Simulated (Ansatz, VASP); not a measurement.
## One calculation of CdS, two programs

```xyz
2
Lattice="2.9988 0.0000 0.0000 0.0000 2.9988 0.0000 0.0000 0.0000 2.9988" Properties=species:S:1:pos:R:3 pbc="T T T"
Cd    0.0000    0.0000    0.0000
S     1.4994    1.4994    1.4994
```

Change from the starting cell: volume scaled by 0.68, LAPW.

Alike in both runs: task single point; functional PBE; k mesh 14 × 14 × 14; occupations fermi-dirac, width 0.05 eV; no spin polarisation.

```csv
,VASP,Ansatz
version,VASP 6.6.1,Ansatz 0.2.0
potentials or method,"VASP PAW PBE potentials, release 64 (Cd, S), cutoff 520 eV","all-electron LAPW, scalar-relativistic"
```

VASP gave:

- pressure (GPa): 68.1

Estimate Ansatz's values.

pressure (GPa): 66.0.

Ansatz ran all-electron here, so the differences hold the error of VASP's frozen core and of both bases.

Caveats: the cell as given lies far from equilibrium; so large a pressure means that the cell lies far from this level's equilibrium, or that cutoff or potentials fall short (VASP).
